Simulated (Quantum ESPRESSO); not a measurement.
Sn:

```xyz
2
Lattice="0.0000 3.2333 3.2333 3.2333 0.0000 3.2333 3.2333 3.2333 0.0000" Properties=species:S:1:pos:R:3 pbc="T T T"
Sn    4.8500    4.8500    4.8500
Sn    3.2333    3.2333    3.2333
```

This isn't the form of Sn at room conditions, which is tetragonal (white tin).

- Program: Quantum ESPRESSO 7.5
- Task: phonons
- Functional: RPBE
- Potentials or basis: PseudoDojo 0.4.1 SR PBE standard
- Cutoff: 980 eV
- Density cutoff: 3918 eV
- k mesh: 7 × 7 × 7
- Occupations: cold, width 0.2 eV
- Spin: no spin polarisation
- Mixing beta: 0.5
- Most SCF iterations: 120
- SCF threshold: 4e-10 Ry

The cell and the atoms were relaxed first, to 37.75 Å³/atom (a = 4.744 Å, b = 4.744 Å, c = 4.744 Å, α = 60.00°, β = 60.00°, γ = 60.00°), and the response was taken there.

Where do the zone-centre optical modes lie?

T2g at 160 cm⁻¹ (Raman).

Optical modes at Γ, degenerate ones joined:
```
cm⁻¹  components  symmetry  active in
 160           3       T2g      Raman
```

Caveat: the potentials were made for another functional, which shifts forces and pressure.
